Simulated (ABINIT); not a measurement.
# W: single point with PBEsol

W:

```
W
1.0
    -1.58234    1.58234    1.58234
     1.58234   -1.58234    1.58234
     1.58234    1.58234   -1.58234
W
1
Direct
  0.00000 0.00000 0.00000
```

- Program: ABINIT 10.8.3 (patched build)
- Task: single point
- Functional: PBEsol
- Potentials or basis: PseudoDojo NC SR PBEsol v0.4.1 standard
- Cutoff: 844 eV
- k mesh: 9 × 9 × 9
- Occupations: fermi-dirac, width 0.05 eV
- Spin: no spin polarisation

| Property | Result |
| --- | --- |
| Pressure | -3.4 GPa |
| Band gap on the k mesh | none (metal or under the smearing width) |
| Valence electrons inside the program's atomic spheres | W 10.18 (radii [1.0584] Å) |

Levels at points of the mesh, in eV from the Fermi level:
```
           k point  band 4  band 5  band 6  band 7  band 8  band 9  band 10  band 11
(0.00, 0.00, 0.00)  -37.77   -9.71   -1.30   -1.30   -1.30    2.17     2.17    14.46
```

It took 7.8 s on 1 thread of Arm Neoverse V2 (shared host), peak memory 0.06 GiB.

Caveat: the cutoff is short for stress, so the pressure is rough. Spin-orbit coupling is left out, which matters for the levels of W.
